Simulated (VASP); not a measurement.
Y, 4 atoms in the cell. The cell holds a slab with vacuum, 4 atoms: a = 3.656 Å, b = 5.674 Å, c = 18.222 Å, α = 90.00°, β = 90.00°, γ = 90.00°. The slab is cut from a database's or a generator's crystal, which needn't be the stable form of the element. The cell isn't the ideal one: clean slab, lower half held.

- Program: VASP 6.6.1
- Task: single point
- Functional: PBE
- Potentials or basis: VASP PAW PBE potentials, release 64 (Y_sv)
- Cutoff: 520 eV
- k mesh: 8 × 5 × 1
- Occupations: gaussian, width 0.1 eV
- Spin: no spin polarisation
- Dipole correction: yes
- Further INCAR settings: ALGO = Fast; EDIFF = 1e-06; NBANDS = 30

Potentials or basis: VASP PAW PBE potentials, release 64 (Y_sv).

Run with:

```bash
$ cat potpaw_PBE.64/Y_sv/POTCAR > POTCAR
$ mpirun -np 1 vasp_std > vasp.out
```

Hardware: 1 thread of Intel(R) Xeon(R) 6975P-C (Granite Rapids), with other jobs on the host.

Question: Estimate the wall time of this run.

Answer: It took 5 min on 1 thread of Intel(R) Xeon(R) 6975P-C (Granite Rapids) (shared host), peak memory 0.46 GiB. Counts: scf iterations 28, k points 15.
